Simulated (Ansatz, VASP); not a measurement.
PtSe2 (Sudovikovite) in VASP and in Ansatz

```
Pt Se
1.0
     3.77832    0.00000    0.00000
    -1.88916    3.27212    0.00000
     0.00000    0.00000    4.91749
Pt Se
1 2
Direct
  0.00000 0.00000 0.00000
  0.33333 0.66667 0.26092
  0.66667 0.33333 0.73908
```

Alike in both runs: functional PBE; dispersion D3(BJ); k mesh 10 × 10 × 8; occupations gaussian, width 0.05 eV; no spin polarisation.

Ansatz relaxed the structure, and its values are those at the end. VASP's run is a single point on that final structure, the one shown.

|  | VASP | Ansatz |
| --- | --- | --- |
| version | VASP 6.6.1 | Ansatz 0.2.0 |
| potentials or method | VASP PAW PBE potentials, release 64 (Pt, Se) | scalar-relativistic, plane waves, PAW |
| plane-wave cutoff (eV) | 520 | 420 |
| valence electrons in the cell | 22 | 50 |

```csv
,VASP,Ansatz,Ansatz less VASP
gap on the k mesh at the Fermi level (eV),none,none,-
pressure (GPa),-1.2,-1.2,+0.03
```

A gap of «none» marks a metal or a gap that the smearing closes. The two sets of potentials don't hold the same shells in valence.

Caveats: pairwise dispersion overbinds metals, which lowers pressure and volume. Spin-orbit coupling is left out, which matters for the levels of Pt.
